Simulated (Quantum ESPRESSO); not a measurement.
## GaN: zone-centre phonons and dielectric response under several settings

```
Ga N
1.0
     0.00000    2.25350    2.25350
     2.25350    0.00000    2.25350
     2.25350    2.25350    0.00000
Ga N
1 1
Direct
  0.00000 0.00000 0.00000
  0.25000 0.25000 0.25000
```

The cell is a database's computed one.

All runs used Quantum ESPRESSO 7.5; potentials GBRV 1.5 PBE; k mesh 8 × 8 × 8, shifted; no spin polarisation; cutoff 612 eV; occupations smeared at first, fixed for the response.

| level | geometry | volume (Å³/atom) | pressure (GPa) | lowest optical mode without the field (cm⁻¹) | highest mode with the field (cm⁻¹) | ε∞ (mean) | ε0 (mean) | Born charge of atom 1 (e) |
| --- | --- | --- | --- | --- | --- | --- | --- | --- |
| PBE | relaxed at 0 GPa | 11.73 | 0.0 | 519 | 696 | 6.06 | 10.9 | 2.70 |
| PBE | relaxed at 5 GPa | 11.42 | 5.0 | 540 | 718 | 5.89 | 10.4 | 2.68 |
| PBE | relaxed at 10 GPa | 11.15 | 9.9 | 559 | 739 | 5.75 | 10.0 | 2.67 |
| PBE | relaxed at 20 GPa | ? | 19.8 | ? | ? | ? | ? | ? |
| PBE | relaxed at 40 GPa | 10.00 | 39.6 | 654 | 836 | 5.28 | 8.6 | 2.62 |

Question: What stands in the row left open?

Answer: Volume 10.70 Å³/atom; lowest optical mode without the field 594 cm⁻¹; highest mode with the field 776 cm⁻¹; ε∞ 5.55; ε0 9.5; Born charge of atom 1 2.65 e.

Caveats: the cell is more than 3 GPa from zero pressure, which shifts response properties (some runs).

For the row left open. Caveat: the cell is more than 3 GPa from zero pressure, which shifts response properties.
